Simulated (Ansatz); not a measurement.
The system is ZrN.

```xyz
2
Lattice="0.0000 2.3000 2.3000 2.3000 0.0000 2.3000 2.3000 2.3000 0.0000" Properties=species:S:1:pos:R:3 pbc="T T T"
Zr    2.3000    2.3000    2.3000
N     0.0000    0.0000    0.0000
```

Base run:

```yaml
Program: Ansatz 0.2.0
Functional: LDA
Potentials_or_basis: JTH PAW LDA
Cutoff: 1350 eV
Density_cutoff: 6750 eV
k_mesh: 10 × 10 × 10
Occupations: fermi-dirac, width 0.05 eV
Spin: no spin polarisation
```

Its results: band gap on the k mesh none (metal or under the smearing width); pressure -12.8 GPa.

**Question.** The run is repeated on the same cell with these changes: functional from LDA to PBE; potentials or basis from JTH PAW LDA to Ansatz PAW; cutoff from 1350 eV to 420 eV (not typed: the program's choice for these potentials). What comes out?

**Answer.** Band gap on the k mesh none (metal or under the smearing width); pressure -0.8 GPa.
